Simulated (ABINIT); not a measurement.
Crystal: Zn.

```
Zn
1.0
     2.67000    0.00000    0.00000
    -1.33500    2.31229    0.00000
     0.00000    0.00000    4.96600
Zn
2
Direct
  0.66667 0.33333 0.75000
  0.33333 0.66667 0.25000
```

Base run:

```yaml
Program: ABINIT 10.8.3 (patched build)
Functional: RPBE
Potentials_or_basis: JTH PAW PBE v2.0
Cutoff: 707 eV
k_mesh: 11 × 11 × 6
Occupations: fermi-dirac, width 0.05 eV
Spin: no spin polarisation
```

Its results: band gap on the k mesh none (metal or under the smearing width); pressure 2.4 GPa.

**Question.** After a change of settings the same cell gave: band gap on the k mesh none (metal or under the smearing width); pressure -0.7 GPa. Which change was it?
A. functional from RPBE to PBEsol; potentials or basis from JTH PAW PBE v2.0 to PseudoDojo NC SR PBEsol v0.4.1 standard; cutoff from 707 eV to 1143 eV; valence electrons from 24 to 40
B. functional from RPBE to PBEsol
C. functional from RPBE to PW91
D. functional from RPBE to revPBE

**Answer.** C.

PW91 binds more tightly than RPBE, so the same cell stands under less pressure.

Caveats: the PAW data sets were made with another functional, which shifts forces and pressure a little.

Not every run made on this cell is shown here.
